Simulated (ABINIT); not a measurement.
Runs of ABINIT 10.8.3 (patched build) on TePt. Symmetry: R-3m, No. 166, trigonal system. The conventional cell has a = 3.963 Å, b = 3.963 Å, c = 19.983 Å, α = 90.00°, β = 90.00°, γ = 120.00°. Pt (site symmetry 3m) has 3 Te at 2.59 Å and 3 Pt at 2.72 Å as nearest neighbours. Around Te (site symmetry 3m) lie 3 Pt at 2.59 Å. 

```csv
task,cell,k mesh,cutoff (eV),fine-grid cutoff,cell freedom (optcell),cutoff smearing ecutsm (Ha),optimiser (ionmov),force stop (Ha/bohr),mesh quality,gap on the mesh (eV),pressure (GPa),largest force (eV/Å)
single point,as given,3 × 3 × 3,544,1088.46 eV,-,-,-,-,coarse,none,-1.4,(a)
relaxation of cell and atoms,relaxed,7 × 7 × 7,435,870.764 eV,2,0.5,2,0.0005,not flagged,none,0.0,0.01
single point,as given,6 × 6 × 6,544,1088.46 eV,-,-,-,-,not flagged,none,-1.4,0.47
single point,as given,5 × 5 × 5,544,1088.46 eV,-,-,-,-,coarse,none,-1.6,0.44
```

Alike in all rows: level LDA; potentials or basis JTH PAW LDA v2.0; no spin polarisation; smearing fermi-dirac 0.05 eV.

**Question.** Estimate the missing entries.

**Answer.** (a) 0.32.

Caveats: some runs use coarse meshes.

A k mesh can miss the band edges, and the runs leave out spin-orbit coupling on Pt, Te.

A gap of «none» marks a metal or a gap under the smearing width.

Not every run made on this cell is shown here.
